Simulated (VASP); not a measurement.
# Ag (Im-3m) in VASP: a series of runs

The runs below take Ag through single point, with r2SCAN.

All numbers are computed with VASP 6.6.1; they aren't measurements. Logs are shortened: lines on timing, memory, paths and dates and some standing lists are left out, and cuts for length are marked.

## Step 1: The structure

Symmetry: Im-3m, No. 229, cubic system. The conventional cell has a = 3.311 Å, b = 3.311 Å, c = 3.311 Å, α = 90.00°, β = 90.00°, γ = 90.00°. Around Ag (site symmetry m-3m) lie 8 Ag at 2.87 Å.

This isn't the form of Ag at room conditions, which is fcc.

## Step 2: Single point, r2SCAN

INCAR reads:

```
SYSTEM = Ag
PREC     = Accurate       ! precision mode
ENCUT    = 550            ! plane-wave cutoff, eV
EDIFF    = 1E-6           ! SCF threshold, eV
ISMEAR   = 1              ! smearing method
SIGMA    = 0.1            ! smearing width, eV
LREAL    = .False.        ! projectors in reciprocal space
LASPH    = .True.         ! aspherical terms in the spheres
NELM     = 100            ! most SCF steps
ALGO     = Normal         ! electronic algorithm
ISIF     = 2              ! what is computed and relaxed
LWAVE    = .False.        ! write WAVECAR
LCHARG   = .False.        ! write CHGCAR
METAGGA  = R2SCAN         ! meta-GGA
LMIXTAU  = .True.       
ADDGRID  = .False.
```

KPOINTS reads:

```
regular mesh
0
Gamma
  15 15 15
  0 0 0
```

POSCAR reads:

```
Ag
1.0
   -1.6556540000      1.6556540000      1.6556540000
    1.6556540000     -1.6556540000      1.6556540000
    1.6556540000      1.6556540000     -1.6556540000
Ag
1
Direct
    0.0000000000      0.0000000000      0.0000000000
```

Potentials or basis: VASP PAW PBE potentials, release 64 (Ag).

Run with:

```bash
$ cat potpaw_PBE.64/Ag/POTCAR > POTCAR
$ mpirun -np 1 vasp_std > vasp.out
```

OUTCAR:

```text
SYSTEM = Ag
   PREC = Accurate
   ENCUT = 550
   EDIFF = 1E-6
   ISMEAR = 1
   LREAL = .False.
   LASPH = .True.
   NELM = 100
   ISIF = 2
   METAGGA = R2SCAN

 Found    120 irreducible k-points:

 Following reciprocal coordinates:
            Coordinates               Weight
  0.000000  0.000000  0.000000      1.000000
  0.066667  0.000000  0.000000     12.000000
  0.133333  0.000000  0.000000     12.000000
  0.200000  0.000000  0.000000     12.000000
  0.266667  0.000000  0.000000     12.000000
  0.333333  0.000000  0.000000     12.000000
   k-points           NKPTS =    120   k-points in BZ     NKDIM =    120   number of bands    NBANDS=      9
   number of dos      NEDOS =    301   number of ions     NIONS =      1
   total plane-waves  NPLWV =  13824
   dimension x,y,z NGX =    24 NGY =   24 NGZ =   24
   dimension x,y,z NGXF=    48 NGYF=   48 NGZF=   48
   ions per type =               1
   NGX,Y,Z   is equivalent  to a cutoff of  13.91, 13.91, 13.91 a.u.
   NGXF,Y,Z  is equivalent  to a cutoff of  27.83, 27.83, 27.83 a.u.
 SYSTEM =  Ag
   PREC   = accura    normal or accurate (medium, high low for compatibility)
   ISTART =      0    job   : 0-new  1-cont  2-samecut
   ICHARG =      2    charge: 1-file 2-atom 10-const
   ISPIN  =      1    spin polarized calculation?
   LNONCOLLINEAR =      F non collinear calculations
   LSORBIT =      F    spin-orbit coupling
   LASPH  =      T    aspherical Exc in radial PAW
   ENCUT  =  550.0 eV  40.42 Ry    6.36 a.u.   5.48  5.48  5.48*2*pi/ulx,y,z
   NELM   =    100;   NELMIN=  2; NELMDL= -5     # of ELM steps
   EDIFF  = 0.1E-05   stopping-criterion for ELM
   LREAL  =      F    real-space projection
   EDIFFG = 0.1E-04   stopping-criterion for IOM
   NSW    =      0    number of steps for IOM
   IBRION =     -1    ionic relax: 0-MD 1-quasi-New 2-CG
   NFREE  =      0    steps in history (QN), initial steepest desc. (CG)
   ISIF   =      2    stress and relaxation
   ISYM   =      2    0-nonsym 1-usesym 2-fastsym
   POTIM  = 0.5000    time-step for ionic-motion
   TEBEG  =    0.0;   TEEND  =   0.0 temperature during run
   PSTRESS=    0.0 pullay stress
   NELECT =      11.0000    total number of electrons
   NUPDOWN=      -1.0000    fix difference up-down
   EMIN   =  10.00;   EMAX   =-10.00  energy-range for DOS
   EFERMI =   0.00;   METHOD = LEGACY
   ISMEAR =     1;   SIGMA  =   0.10  broadening in eV -4-tet -1-fermi 0-gaus
   EFERMI_NEDOS =   21; number of points for ismear=-14 and -15
   IALGO  =     38    algorithm
   IMIX   =      4    mixing-type and parameters
     AMIX     =   0.40;   BMIX     =  1.00
     AMIX_MAG =   1.60;   BMIX_MAG =  1.00
  volume/ion in A,a.u.               =      18.15       122.51
  Fermi-wavevector in a.u.,A,eV,Ry     =   1.385318  2.617871 26.111022  1.919106
  Thomas-Fermi vector in A             =   2.509739
   LORBIT       =      0    0 simple, 1 ext, 2 COOP (PROOUT), +10 PAW based schemes
   METAGGA = R2SCAN    functional components
   LHFCALC =     F    Hartree Fock is set to
   AEXX    =    0.0000 exact exchange contribution
   IVDW    =     0    specifies the selected vdW correction
   LEPSILON=     F    determine dielectric tensor
   LRPA    =     F    only Hartree local field effects (RPA)
 non-spin polarized calculation
 Methfessel and Paxton  Order N= 1 SIGMA  =   0.10
  energy-cutoff  :      550.00
  volume of cell :       18.15
 maximum number of plane-waves:       555
 NGX is ok and might be reduce to    24
   NGX = 11   NGY = 11   NGZ = 11

 number of electron      11.0000001 magnetization

 Free energy of the ion-electron system (eV)
  ---------------------------------------------------
  ext. energy  EPLUGINS =         0.00000000
  ---------------------------------------------------
  free energy    TOTEN  =       -21.31870497 eV

  energy without entropy =      -21.31809619  energy(sigma->0) =      -21.31850205

 E-fermi :   7.6242     XC(G=0): -12.5348

 val. band max:        7.5623365139   @ k =  -0.3333   0.4667   0.0667
 cond. band min:       7.6354749360   @ k =  -0.4000   0.4667   0.0667
 fundamental gap:      0.0731384221
 Fermi energy:         7.6241706000

 k-point     1 :       0.0000    0.0000    0.0000
  band No.  band energies     occupation
      1       0.1151      2.00000
      2       2.5652      2.00000
      3       2.5652      2.00000
      4       2.5652      2.00000
      5       3.7871      2.00000
      6       3.7871      2.00000
      7      26.0614      0.00000
      8      26.0614      0.00000
      9      26.0614      0.00000

 k-point     2 :       0.0667    0.0000    0.0000
  band No.  band energies     occupation
      1       0.2593      2.00000
      2       2.5323      2.00000
      3       2.5718      2.00000
      4       2.6436      2.00000
      5       3.7517      2.00000
      6       3.7894      2.00000
      7      25.6140      0.00000
      8      25.9931      0.00000
      9      26.1377      0.00000

 k-point     3 :       0.1333    0.0000    0.0000
  band No.  band energies     occupation
      1       0.6648      2.00000
      2       2.4404      2.00000
      3       2.6017      2.00000
      4       2.8705      2.00000
      5       3.6724      2.00000
      6       3.7969      2.00000
      7      24.0583      0.00000
      8      25.5155      0.00000
      9      26.3451      0.00000

 k-point     4 :       0.2000    0.0000    0.0000
  band No.  band energies     occupation
      1       1.1926      2.00000
      2       2.3078      2.00000
      3       2.7574      2.00000
      4       3.2211      2.00000
      5       3.6101      2.00000
      6       3.8107      2.00000
      7      21.6094      0.00000
      8      24.4795      0.00000
      9      26.6289      0.00000

 k-point     5 :       0.2667    0.0000    0.0000
  band No.  band energies     occupation
      1       1.4813      2.00000
      2       2.1594      2.00000
      3       3.3830      2.00000
      4       3.6051      2.00000
      5       3.6514      2.00000
      6       3.8309      2.00000
      7      18.8873      0.00000
      8      23.3276      0.00000
      9      25.2881      0.00000

 k-point     6 :       0.3333    0.0000    0.0000
  band No.  band energies     occupation
      1       1.4490      2.00000
      2       2.0214      2.00000
      3       3.6459      2.00000
      4       3.8545      2.00000
      5       4.0961      2.00000
      6       4.5742      2.00000
      7      16.2069      0.00000
      8      22.3490      0.00000
      9      23.8265      0.00000

 [... further k-points ...]

------------------------ aborting loop because EDIFF is reached ----------------------------------------

  FORCE on cell =-STRESS in cart. coord.  units (eV):
  Direction    XX          YY          ZZ          XY          YZ          ZX
  --------------------------------------------------------------------------------------
  -------------------------------------------------------------------------------------
  Total       -0.4116767     -0.4116767     -0.4116767     -0.0000000      0.0000000     -0.0000000
  in kB      -36.3327370    -36.3327370    -36.3327370     -0.0000000      0.0000000     -0.0000000
  external PRESSURE =     -36.3327370 kB  Pullay stress =       0.0000000 kB

 VOLUME and BASIS-vectors are now :
 -----------------------------------------------------------------------------
  energy-cutoff  :      550.00
  volume of cell :       18.15
      direct lattice vectors                 reciprocal lattice vectors
    -1.655654000  1.655654000  1.655654000     0.000000000  0.301995465  0.301995465
     1.655654000 -1.655654000  1.655654000     0.301995465  0.000000000  0.301995465
     1.655654000  1.655654000 -1.655654000     0.301995465  0.301995465  0.000000000

 POSITION                                       TOTAL-FORCE (eV/Angst)
 -----------------------------------------------------------------------------------
      0.00000      0.00000      0.00000        -0.000000      0.000000      0.000000
 -----------------------------------------------------------------------------------
    total drift:                                0.000000      0.000000      0.000000

  FREE ENERGIE OF THE ION-ELECTRON SYSTEM (eV)
  ---------------------------------------------------
  free  energy   TOTEN  =       -21.3187049740 eV

  energy  without entropy=      -21.3180961887  energy(sigma->0) =      -21.31850205
```

It took 27 s on 1 thread of Intel Xeon 6975P-C (Granite Rapids), shared host; peak memory 0.16 GiB.

The run converged, but some of its settings lie outside the range that counts as converged, so its numbers aren't taken as properties of the crystal.

What came out:

* Free energy: -21.3187 eV
* Pressure: -3.6 GPa
* Band gap on the k mesh: none (metal or under the smearing width)

Caveat: the PAW data sets were made with another functional, which shifts forces and pressure a little.

## Step 3: Single point, r2SCAN

INCAR: that of step 2 with these lines changed.

```diff
@@ -1,3 +1,3 @@
 SYSTEM = Ag
-PREC     = Accurate       ! precision mode
+PREC     = Low            ! precision mode
 ENCUT    = 550            ! plane-wave cutoff, eV
```

KPOINTS is that of step 2.

POSCAR is that of step 2.

Potentials or basis: VASP PAW PBE potentials, release 64 (Ag).

Run with:

```bash
$ cat potpaw_PBE.64/Ag/POTCAR > POTCAR
$ mpirun -np 1 vasp_std > vasp.out
```

OUTCAR:

```text
SYSTEM = Ag
   PREC = Low
   ENCUT = 550
   EDIFF = 1E-6
   ISMEAR = 1
   LREAL = .False.
   LASPH = .True.
   NELM = 100
   ISIF = 2
   METAGGA = R2SCAN

 Found    120 irreducible k-points:

 Following reciprocal coordinates:
            Coordinates               Weight
  0.000000  0.000000  0.000000      1.000000
  0.066667  0.000000  0.000000     12.000000
  0.133333  0.000000  0.000000     12.000000
  0.200000  0.000000  0.000000     12.000000
  0.266667  0.000000  0.000000     12.000000
  0.333333  0.000000  0.000000     12.000000
   k-points           NKPTS =    120   k-points in BZ     NKDIM =    120   number of bands    NBANDS=      9
   number of dos      NEDOS =    301   number of ions     NIONS =      1
   total plane-waves  NPLWV =   4096
   dimension x,y,z NGX =    16 NGY =   16 NGZ =   16
   dimension x,y,z NGXF=    16 NGYF=   16 NGZF=   16
   ions per type =               1
   NGX,Y,Z   is equivalent  to a cutoff of   9.28,  9.28,  9.28 a.u.
   NGXF,Y,Z  is equivalent  to a cutoff of   9.28,  9.28,  9.28 a.u.
 SYSTEM =  Ag
   PREC   = low       normal or accurate (medium, high low for compatibility)
   ISTART =      0    job   : 0-new  1-cont  2-samecut
   ICHARG =      2    charge: 1-file 2-atom 10-const
   ISPIN  =      1    spin polarized calculation?
   LNONCOLLINEAR =      F non collinear calculations
   LSORBIT =      F    spin-orbit coupling
   LASPH  =      T    aspherical Exc in radial PAW
   ENCUT  =  550.0 eV  40.42 Ry    6.36 a.u.   5.48  5.48  5.48*2*pi/ulx,y,z
   NELM   =    100;   NELMIN=  2; NELMDL= -5     # of ELM steps
   EDIFF  = 0.1E-05   stopping-criterion for ELM
   LREAL  =      F    real-space projection
   EDIFFG = 0.1E-04   stopping-criterion for IOM
   NSW    =      0    number of steps for IOM
   IBRION =     -1    ionic relax: 0-MD 1-quasi-New 2-CG
   NFREE  =      0    steps in history (QN), initial steepest desc. (CG)
   ISIF   =      2    stress and relaxation
   ISYM   =      2    0-nonsym 1-usesym 2-fastsym
   POTIM  = 0.5000    time-step for ionic-motion
   TEBEG  =    0.0;   TEEND  =   0.0 temperature during run
   PSTRESS=    0.0 pullay stress
   NELECT =      11.0000    total number of electrons
   NUPDOWN=      -1.0000    fix difference up-down
   EMIN   =  10.00;   EMAX   =-10.00  energy-range for DOS
   EFERMI =   0.00;   METHOD = LEGACY
   ISMEAR =     1;   SIGMA  =   0.10  broadening in eV -4-tet -1-fermi 0-gaus
   EFERMI_NEDOS =   21; number of points for ismear=-14 and -15
   IALGO  =     38    algorithm
   IMIX   =      4    mixing-type and parameters
     AMIX     =   0.40;   BMIX     =  1.00
     AMIX_MAG =   1.60;   BMIX_MAG =  1.00
  volume/ion in A,a.u.               =      18.15       122.51
  Fermi-wavevector in a.u.,A,eV,Ry     =   1.385318  2.617871 26.111022  1.919106
  Thomas-Fermi vector in A             =   2.509739
   LORBIT       =      0    0 simple, 1 ext, 2 COOP (PROOUT), +10 PAW based schemes
   METAGGA = R2SCAN    functional components
   LHFCALC =     F    Hartree Fock is set to
   AEXX    =    0.0000 exact exchange contribution
   IVDW    =     0    specifies the selected vdW correction
   LEPSILON=     F    determine dielectric tensor
   LRPA    =     F    only Hartree local field effects (RPA)
 non-spin polarized calculation
 Methfessel and Paxton  Order N= 1 SIGMA  =   0.10
  energy-cutoff  :      550.00
  volume of cell :       18.15
 maximum number of plane-waves:       555
   NGX = 11   NGY = 11   NGZ = 11

 number of electron      10.9999224 magnetization

 Free energy of the ion-electron system (eV)
  ---------------------------------------------------
  ext. energy  EPLUGINS =         0.00000000
  ---------------------------------------------------
  free energy    TOTEN  =       -21.31875115 eV

  energy without entropy =      -21.31814287  energy(sigma->0) =      -21.31854839

 E-fermi :   7.6239     XC(G=0): -12.5352

 val. band max:        7.5620071425   @ k =  -0.3333   0.4667   0.0667
 cond. band min:       7.6351705464   @ k =  -0.4000   0.4667   0.0667
 fundamental gap:      0.0731634039
 Fermi energy:         7.6238674982

 k-point     1 :       0.0000    0.0000    0.0000
  band No.  band energies     occupation
      1       0.1147      2.00000
      2       2.5645      2.00000
      3       2.5645      2.00000
      4       2.5662      2.00000
      5       3.7873      2.00000
      6       3.7873      2.00000
      7      26.0618      0.00000
      8      26.0620      0.00000
      9      26.0620      0.00000

 k-point     2 :       0.0667    0.0000    0.0000
  band No.  band energies     occupation
      1       0.2588      2.00000
      2       2.5316      2.00000
      3       2.5717      2.00000
      4       2.6440      2.00000
      5       3.7519      2.00000
      6       3.7897      2.00000
      7      25.6145      0.00000
      8      25.9936      0.00000
      9      26.1382      0.00000

 k-point     3 :       0.1333    0.0000    0.0000
  band No.  band energies     occupation
      1       0.6643      2.00000
      2       2.4397      2.00000
      3       2.6016      2.00000
      4       2.8709      2.00000
      5       3.6726      2.00000
      6       3.7971      2.00000
      7      24.0587      0.00000
      8      25.5160      0.00000
      9      26.3456      0.00000

 k-point     4 :       0.2000    0.0000    0.0000
  band No.  band energies     occupation
      1       1.1921      2.00000
      2       2.3071      2.00000
      3       2.7573      2.00000
      4       3.2216      2.00000
      5       3.6103      2.00000
      6       3.8109      2.00000
      7      21.6096      0.00000
      8      24.4800      0.00000
      9      26.6293      0.00000

 k-point     5 :       0.2667    0.0000    0.0000
  band No.  band energies     occupation
      1       1.4809      2.00000
      2       2.1587      2.00000
      3       3.3829      2.00000
      4       3.6053      2.00000
      5       3.6519      2.00000
      6       3.8311      2.00000
      7      18.8874      0.00000
      8      23.3280      0.00000
      9      25.2877      0.00000

 k-point     6 :       0.3333    0.0000    0.0000
  band No.  band energies     occupation
      1       1.4487      2.00000
      2       2.0207      2.00000
      3       3.6460      2.00000
      4       3.8547      2.00000
      5       4.0966      2.00000
      6       4.5740      2.00000
      7      16.2068      0.00000
      8      22.3494      0.00000
      9      23.8261      0.00000

 [... further k-points ...]

------------------------ aborting loop because EDIFF is reached ----------------------------------------

  FORCE on cell =-STRESS in cart. coord.  units (eV):
  Direction    XX          YY          ZZ          XY          YZ          ZX
  --------------------------------------------------------------------------------------
  -------------------------------------------------------------------------------------
  Total       -0.3824492     -0.3824492     -0.3824492     -0.0000000     -0.0000000      0.0000000
  in kB      -33.7532532    -33.7532532    -33.7532532     -0.0000000     -0.0000000      0.0000000
  external PRESSURE =     -33.7532532 kB  Pullay stress =       0.0000000 kB

 VOLUME and BASIS-vectors are now :
 -----------------------------------------------------------------------------
  energy-cutoff  :      550.00
  volume of cell :       18.15
      direct lattice vectors                 reciprocal lattice vectors
    -1.655654000  1.655654000  1.655654000     0.000000000  0.301995465  0.301995465
     1.655654000 -1.655654000  1.655654000     0.301995465  0.000000000  0.301995465
     1.655654000  1.655654000 -1.655654000     0.301995465  0.301995465  0.000000000

 POSITION                                       TOTAL-FORCE (eV/Angst)
 -----------------------------------------------------------------------------------
      0.00000      0.00000      0.00000         0.000000     -0.000000      0.000000
 -----------------------------------------------------------------------------------
    total drift:                               -0.000000     -0.000000     -0.000000

  FREE ENERGIE OF THE ION-ELECTRON SYSTEM (eV)
  ---------------------------------------------------
  free  energy   TOTEN  =       -21.3187511503 eV

  energy  without entropy=      -21.3181428662  energy(sigma->0) =      -21.31854839
```

Run time: 11 s. Hardware: 1 thread of Intel Xeon 6975P-C (Granite Rapids), shared host; peak memory 0.12 GiB.

These settings aren't checked as converged: the numbers below hold their error.

Results:

- Free energy: -21.3188 eV
- Pressure: -3.4 GPa
- Band gap on the k mesh: none (metal or under the smearing width)

Caveat: the PAW data sets were made with another functional, which shifts forces and pressure a little.

## Step 4: Single point, r2SCAN

INCAR: that of step 3 with these lines changed.

```diff
@@ -1,3 +1,3 @@
 SYSTEM = Ag
-PREC     = Low            ! precision mode
+PREC     = Normal         ! precision mode
 ENCUT    = 550            ! plane-wave cutoff, eV
```

KPOINTS is that of step 3.

POSCAR is that of step 3.

Run with:

```bash
$ cat potpaw_PBE.64/Ag/POTCAR > POTCAR
$ mpirun -np 1 vasp_std > vasp.out
```

Wall time 11 s (1 thread of Intel Xeon 6975P-C (Granite Rapids), shared host); peak memory 0.13 GiB.

These settings aren't checked as converged: the numbers below hold their error.

Results:

- Free energy: -21.3187 eV
- Pressure: -3.6 GPa
- Band gap on the k mesh: none (metal or under the smearing width)

Caveat: the PAW data sets were made with another functional, which shifts forces and pressure a little.

(Part 1 of 2 ends here.)
